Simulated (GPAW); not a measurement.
Runs of GPAW 26.7.0 on Mg. Symmetry: Fm-3m, No. 225, cubic system. The conventional cell has a = 4.489 Å, b = 4.489 Å, c = 4.489 Å, α = 90.00°, β = 90.00°, γ = 90.00°. Mg (site symmetry m-3m) is surrounded by 12 Mg at 3.17 Å. This isn't the form of Mg at room conditions, which is hcp.

```csv
task,level,potentials or basis,spin,cutoff (eV),smearing,band path,band points,spin axis theta (degrees),spin axis phi (degrees),convergence,grid spacing,gap on the mesh (eV),pressure (GPa)
band structure,r2SCAN,"GPAW PAW data sets (gpaw-data 1.2.1), pw","SOC, no magnetisation",800,fermi-dirac 0.05 eV,"GXWKGLUWLK,UX",80,90,45,-,-,-,0.4
phonons,LDA,"the program's PAW data sets (release 1.2.1) made for this functional, lcao:dzp",off,-,fermi-dirac 0.05 eV,"GXWKGLUWLK,UX",-,-,-,density=1e-06,0.16 Å,none,-
single point,PBEsol,"PAW data sets generated in the run's folder for this functional, pw",off,800,gaussian 0.05 eV,-,-,-,-,-,-,none,0.1
single point,LDA,"the program's PAW data sets (release 1.2.1) made for this functional, pw",off,800,gaussian 0.05 eV,-,-,-,-,-,-,none,(a)
```

Alike in all rows: cell as given; k mesh 10 × 10 × 10.

Fill in the values left out.

(a) -1.4.

Caveats: spin-orbit coupling was added after a scalar SCF, so levels and gaps hold it while energy, forces, pressure and moments don't (some runs); the PAW data sets were made with another functional, which shifts forces and pressure a little (some runs); phonon bands are interpolated from a small supercell (some runs); the basis of atomic orbitals isn't converged, which shifts pressures, moduli and gaps (some runs).

A k mesh can miss the band edges.

A gap of «none» marks a metal or a gap under the smearing width.

Not every run made on this cell is shown here.
